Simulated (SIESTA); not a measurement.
CsSnI3:

```
Cs I Sn
1.0
     6.20570    0.00000    0.00000
     0.00000    6.20570    0.00000
     0.00000    0.00000    6.20570
Cs I Sn
1 3 1
Cartesian
  0.0000 0.0000 0.0000
  3.1029 3.1029 0.0000
  3.1029 0.0000 3.1029
  0.0000 3.1029 3.1029
  3.1029 3.1029 3.1029
```

Base run:

- Program: SIESTA 5.4.2
- Functional: AM05
- Potentials or basis: PseudoDojo 0.4 standard (PBEsol files)
- Basis: DZP (energy shift 0.002 Ry; d shell added on Cs)
- Grid cutoff: 500 Ry
- Energy shift: 0.002 Ry
- k mesh: 5 × 5 × 5
- Occupations: fermi-dirac, width 0.05 eV
- Spin: no spin polarisation

Its results: pressure 0.1 GPa.

Task: The run is repeated on the same cell with these changes: functional from AM05 to LDA; potentials or basis from PseudoDojo 0.4 standard (PBEsol files) to PseudoDojo 0.4 standard (LDA files). What comes out?

Result: Pressure -1.3 GPa.

Caveats: semicore shells carry a single zeta, which can move pressures by several GPa and volumes by a few percent; the cell was measured hot, at 500 K; the basis of atomic orbitals isn't converged, which shifts pressures, moduli and gaps; the potentials were made for another functional, which shifts forces and pressure (some runs).
